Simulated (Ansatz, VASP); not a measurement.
# MgB2 in VASP and in Ansatz

```
Mg B
1.0
     3.04611    0.00000    0.00000
    -1.52306    2.63801    0.00000
     0.00000    0.00000    3.47470
Mg B
1 2
Direct
  0.00000 0.00000 0.00000
  0.33333 0.66667 0.50000
  0.66667 0.33333 0.50000
```

Alike in both runs: functional PBE; dispersion D3(BJ); k mesh 15 × 15 × 12; occupations gaussian, width 0.1 eV; no spin polarisation.

Ansatz relaxed the structure, and its values are those at the end. VASP's run is a single point on that final structure, the one shown.

|  | VASP | Ansatz |
| --- | --- | --- |
| version | VASP 6.6.1 | Ansatz 0.2.0 |
| potentials or method | VASP PAW PBE potentials, release 64 (Mg, B) | scalar-relativistic, plane waves, PAW |
| plane-wave cutoff (eV) | 520 | 420 |
| valence electrons in the cell | 8 | 16 |

```csv
,VASP,Ansatz,Ansatz less VASP
gap on the k mesh at the Fermi level (eV),none,none,-
pressure (GPa),-0.3,0.0,+0.24
```

A gap of «none» marks a metal or a gap that the smearing closes. The two sets of potentials don't hold the same shells in valence.

Caveats: pairwise dispersion overbinds metals, which lowers pressure and volume.
